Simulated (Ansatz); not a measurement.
SnO2: energy above lowest point and pressure against volume scale

Results calculated with Ansatz 0.2.0, not measured. Free energy against uniform scaling of the volume at fixed shape and fractions; periodic cell, basis, potentials, k mesh and filling as listed.

The cell before it is scaled or strained (space group P4_2/mnm, No. 136):
```
cell vectors (Å)
   4.7380     0.0000     0.0000
   0.0000     4.7380     0.0000
   0.0000     0.0000     3.1865
atoms (fractions of the cell vectors)
Sn  0.00000  0.00000  0.00000
Sn  0.50000  0.50000  0.50000
O   0.30710  0.30710  0.00000
O   0.19290  0.80710  0.50000
O   0.69290  0.69290  0.00000
O   0.80710  0.19290  0.50000
```

Settings of every row: functional PBEsol; dispersion none; potentials PAW; wave cutoff 571.44 eV; density cutoff 2285.8 eV; k mesh 4x4x6; k shift 0x0x0; occupations cold; smearing width 0.05 eV; spin none.

```
row  volume scale  V (Å³/atom)  energy above lowest point (meV/atom)  pressure (GPa)
  1          0.92       10.968                                     ?               ?
  2        0.9467       11.287                                  48.3           18.51
  3        0.9733       11.604                                  19.1           11.07
  4             1       11.922                                   3.7            4.67
  5        1.0267        12.24                                     0           -0.83
  6        1.0533       12.558                                   6.4           -5.55
  7          1.08       12.876                                  21.6            -9.6
```

Question: what energy above lowest point and pressure should row 1 give?

Worked fit of energy above lowest point. Take u = (V_r/V)^(2/3) − 1 with V_r = 12.081 Å³ an atom, which is twice the finite (Eulerian) strain; such expansions in the strain, on which the Birch-Murnaghan equation of state is built, carry the rest volume and the bulk modulus. The shown rows have u = 0.04636, 0.02722, 0.00887, -0.00868, -0.02549, -0.0416. Least squares give energy above lowest point = 0.46 + 205.5 × u + 17467 × u² + 7660 × u³ meV/atom; a parabola predicts inner rows, each left out in turn, worse (root mean square 0.22 against 0.085 meV/atom). All shown rows lie on it to the printed digit. Its lowest point lies at u = -0.0059, or V = 12.19 Å³ an atom, and the curvature there gives the bulk modulus at fixed shape and fractions, B = (4/9)(1 + u)² E″(u)/V = 200 GPa. Letting shape and atoms relax would as a rule lower it, by much in layered, chain or molecular crystals. The withheld row has u = 0.06656, so the fit gives 0.46 + 205.5 × (0.06656) + 17467 × (0.06656)² + 7660 × (0.06656)³ = 93.8 meV/atom.

The calculation gave 93.4 meV/atom. The fit lies 0.4 meV/atom (0.43 % of the column's range) above it; its largest miss of a shown row is 0.0 meV/atom. This row lies beyond the range of the fit.

Worked fit of pressure. Take u = (V_r/V)^(2/3) − 1 with V_r = 12.081 Å³ an atom, which is twice the finite (Eulerian) strain; such expansions in the strain, on which the Birch-Murnaghan equation of state is built, carry the rest volume and the bulk modulus. The shown rows have u = 0.04636, 0.02722, 0.00887, -0.00868, -0.02549, -0.0416. Least squares give pressure = 1.815 + 312.94 × u + 969.5 × u² + 1037 × u³ GPa; a parabola predicts inner rows, each left out in turn, worse (root mean square 0.028 against 0.0037 GPa). All shown rows lie on it to the printed digit. The pressure vanishes at u = -0.0059, or V = 12.19 Å³ an atom, and there the bulk modulus at fixed shape and fractions is B = −V dP/dV = (2/3)(1 + u) dP/du = 200 GPa. Letting shape and atoms relax would as a rule lower it, by much in layered, chain or molecular crystals. The withheld row has u = 0.06656, so the fit gives 1.815 + 312.94 × (0.06656) + 969.5 × (0.06656)² + 1037 × (0.06656)³ = 27.25 GPa.

The calculation gave 27.15 GPa. The fit lies 0.10 GPa (0.27 % of the column's range) above it; its largest miss of a shown row is 0.00 GPa. This row lies beyond the range of the fit.
